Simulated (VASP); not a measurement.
The system is SnSe.

```
Sn Se
1.0
    11.42000    0.00000    0.00000
     0.00000    4.19000    0.00000
     0.00000    0.00000    4.46000
Sn Se
4 4
Cartesian
  10.0153 3.1425 4.0541
  7.1147 1.0475 1.8241
  4.3053 3.1425 2.6359
  1.4047 1.0475 0.4059
  7.3431 3.1425 4.3886
  9.7869 1.0475 2.1586
  1.6331 3.1425 2.3014
  4.0769 1.0475 0.0714
```

Base run:

| Item | Value |
| --- | --- |
| Program | VASP 6.6.1 |
| Functional | TB-mBJ |
| Potentials or basis | VASP PAW PBE potentials, release 64 (Sn_d, Se) |
| Cutoff | 520 eV |
| k mesh | 3 × 6 × 6 |
| Occupations | fermi-dirac, width 0.05 eV |
| Spin | no spin polarisation |

Its results: band gap on the k mesh 0.92 eV, indirect (least direct gap 1.03 eV).

The run is repeated on the same cell with these changes: functional from TB-mBJ to PBE; potentials or basis from VASP PAW PBE potentials, release 64 (Sn_d, Se) to VASP PAW PBE potentials, release 64 (Sn, Se); cutoff from 520 eV to 500 eV; valence electrons from 80 to 40. What comes out?

Band gap on the k mesh 0.53 eV, indirect (least direct gap 0.70 eV).

Caveats: spin-orbit coupling is left out, which moves the levels of the heavy elements.

Not every run made on this cell is shown here.
